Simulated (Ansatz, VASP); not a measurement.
W in VASP and in Ansatz

```xyz
1
Lattice="-1.5922 1.5922 1.5922 1.5922 -1.5922 1.5922 1.5922 1.5922 -1.5922" Properties=species:S:1:pos:R:3 pbc="T T T"
W     0.0000    0.0000    0.0000
```

Alike in both runs: task relaxation of cell and atoms; functional PBE; k mesh 19 × 19 × 19; occupations fermi-dirac, width 0.05 eV; no spin polarisation.

|  | VASP | Ansatz |
| --- | --- | --- |
| version | VASP 6.6.1 | Ansatz 0.2.0 |
| potentials or method | VASP PAW PBE potentials, release 64 (W_sv) | PAW with Ansatz's default frozen-core files, scalar-relativistic |
| plane-wave cutoff (eV) | 600 | 420 |
| valence electrons in the cell | 14 | 14 |

Ansatz gave:

| Item | Value |
| --- | --- |
| relaxed volume (Å³/atom) | 16.13 |
| relaxed cell length with the largest relative difference (Å) | 2.757 |

Task: Estimate VASP's values.

Result: Relaxed volume (Å³/atom): 16.16; relaxed cell length with the largest relative difference (Å): 2.758.

The runs have no spin-orbit coupling, so splittings on W are missing.
